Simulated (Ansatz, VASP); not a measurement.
# One calculation of Ag, two programs

```xyz
2
Lattice="2.8670 0.0000 0.0000 -1.4335 2.4829 0.0000 0.0000 0.0000 4.6908" Properties=species:S:1:pos:R:3 pbc="T T T"
Ag    0.0000    1.6553    1.1727
Ag    1.4335    0.8276    3.5181
```

Alike in both runs: functional PBEsol; k mesh 18 × 18 × 10; occupations gaussian, width 0.1 eV; no spin polarisation.

Ansatz relaxed the structure, and its values are those at the end. VASP's run is a single point on that final structure, the one shown.

```csv
,VASP,Ansatz
version,VASP 6.6.1,Ansatz 0.2.0
potentials or method,"VASP PAW PBE potentials, release 64 (Ag)","scalar-relativistic, plane waves, PAW"
plane-wave cutoff (eV),520,420
valence electrons in the cell,22,38
```

|  | VASP | Ansatz | Ansatz less VASP |
| --- | --- | --- | --- |
| gap on the k mesh at the Fermi level (eV) | none | none | - |
| pressure (GPa) | -0.3 | 0.0 | +0.29 |

A gap of «none» marks a metal or a gap that the smearing closes. With one functional, cell and mesh, what is left measures potentials, basis and numerics. The two sets of potentials don't hold the same shells in valence.

Caveats: the PAW data sets were made with another functional, which shifts forces and pressure a little (VASP).
